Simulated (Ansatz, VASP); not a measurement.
# One calculation of GaAs, two programs

```
Ga As
1.0
     0.00000    2.84281    2.84281
     2.84281    0.00000    2.84281
     2.84281    2.84281    0.00000
Ga As
1 1
Direct
  0.00000 0.00000 0.00000
  0.25000 0.25000 0.25000
```

Alike in both runs: task single point; functional PBE; k mesh 6 × 6 × 6; no spin polarisation.

```csv
,VASP,Ansatz
version,VASP 6.6.1,Ansatz 0.2.0
potentials or method,"VASP PAW PBE potentials, release 64 (Ga_d, As)","plane waves, PAW"
plane-wave cutoff (eV),520,420
occupations,"gaussian, width 0.01 eV",fixed
valence electrons in the cell,18,28
```

```tsv
	VASP	Ansatz	Ansatz less VASP
gap on the k mesh at the Fermi level (eV)	0.39	0.39	-0.004
pressure (GPa)	2.2	2.0	-0.17
```

The two sets of potentials don't hold the same shells in valence.
